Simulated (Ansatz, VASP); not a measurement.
**I in VASP and in Ansatz**

INCAR

```
  ALGO = Normal
  EDIFF = 1E-6
  EDIFFG = -0.005
  ENCUT = 600
  GGA = PE
  IBRION = 2
  ISIF = 4
  ISMEAR = -1
  LASPH = T
  LCHARG = F
  LREAL = F
  LWAVE = F
  NELM = 80
  NSW = 50
  PREC = Accurate
  SIGMA = 0.08
```

File KPOINTS:

```
k-points
0
Gamma
  12 12 12
```

File POSCAR:

```
I
1.0
    3.9392061909      0.0000000000      0.0000000000
   -1.9696030954      3.4114526321      0.0000000000
    0.0000000000      0.0000000000      2.5377459139
I
1
Direct
    0.0000000000      0.0000000000      0.0000000000
```

Input for Ansatz:

```yaml
crystal:
  lattice:
    - [3.9392061909, 0.0, 0.0]
    - [-1.9696030954, 3.4114526321, 0.0]
    - [0.0, 0.0, 2.5377459139]
  atoms:
    - { symbol: I, position: [0.0, 0.0, 0.0] }
kpoints:
  mp_grid: { grid: [12, 12, 12] }
scf:
  occupations: { method: fermi_dirac, width: 0.08 }
hamiltonian:
  xc: pbe
  pseudopotentials: { kind: paw }
output:
  forces: true
  stress: true
relax:
  f_tol: 0.005
  max_steps: 30
  cell: { stress_tol: 0.27, fix: [volume] }
```

Alike in both runs: task relaxation of shape and atoms at fixed volume; functional PBE; k mesh 12 × 12 × 12; occupations fermi-dirac, width 0.08 eV; no spin polarisation.

```csv
,VASP,Ansatz
version,VASP 6.6.1,Ansatz 0.2.0
potentials or method,"VASP PAW PBE potentials, release 64 (I)","PAW with Ansatz's default frozen-core files, scalar-relativistic"
plane-wave cutoff (eV),600,420
valence electrons in the cell,7,17
```

Ansatz gave:

```
relaxed volume (Å³/atom)                                     : 34.10
relaxed cell length with the largest relative difference (Å) : 2.913
energy change over the relaxation (meV/atom)                 : -612
```

Problem. Which values does VASP return?

Solution. Relaxed volume (Å³/atom): 34.10; relaxed cell length with the largest relative difference (Å): 2.905; energy change over the relaxation (meV/atom): -604.

The two sets of potentials don't hold the same shells in valence.

Caveats: an odd number of electrons without spin polarisation forces a metal; a magnetic or distorted state may lie lower. Spin-orbit coupling is left out, which matters for the levels of I.
